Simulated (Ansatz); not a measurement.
GaAs in Ansatz: convergence with k mesh

GaAs:

```
As Ga
1.0
     0.00000    2.82685    2.82685
     2.82685    0.00000    2.82685
     2.82685    2.82685    0.00000
As Ga
1 1
Cartesian
  4.2403 4.2403 4.2403
  0.0000 0.0000 0.0000
```

```yaml
Program: Ansatz 0.2.0
Task: convergence study
Functional: PBE
Potentials_or_basis: Ansatz PAW
Cutoff: "420 eV (not typed: the program's choice for these potentials)"
k_mesh: 3 × 3 × 3
Occupations: gaussian, width 0.05 eV
Spin: spin-orbit coupling, no magnetisation
```

These are the settings of the first run; the series varies k mesh, with any setting tied to it.

Hardware: 2 threads of Intel(R) Xeon(R) Processor @ 2.50GHz (Skylake/Cascade Lake) (shared host).

```tsv
k mesh	energy less the tightest run, at zero smearing (meV/atom)	pressure (GPa)	gap on the mesh (eV)	SCF cycles	CPU time (s)	peak memory (GiB)
3 × 3 × 3	291.48	4.47	0.383	8	4.5	0.42
4 × 4 × 4	89.15	3.53	0.397	8	6.2	0.44
5 × 5 × 5	31.58	3.30	0.403	8	7.2	0.45
6 × 6 × 6	12.46	3.25	0.405	7	9.9	0.48
7 × 7 × 7	5.33	3.25	0.407	7	12	0.49
9 × 9 × 9	1.14	3.27	0.408	7	20	0.52
11 × 11 × 11	0.24	3.28	0.408	7	32	0.56
13 × 13 × 13	0.00	3.29	0.408	7	47	0.63
```

Against the tightest run, the energy stays within 1 meV/atom from 11 × 11 × 11 on; the pressure stays within 0.1 GPa from 5 × 5 × 5 on; the gap on the mesh stays within 0.01 eV from 5 × 5 × 5 on. Meshes of other sizes hit other points, so gaps and Fermi surfaces needn't settle smoothly. The tightest run that finished is the yardstick and may itself not be fully converged.

Caveat, for the tightest run too: odd divisions of the mesh miss points on the zone boundary, where band edges often lie, so the gap on the mesh can be too wide.
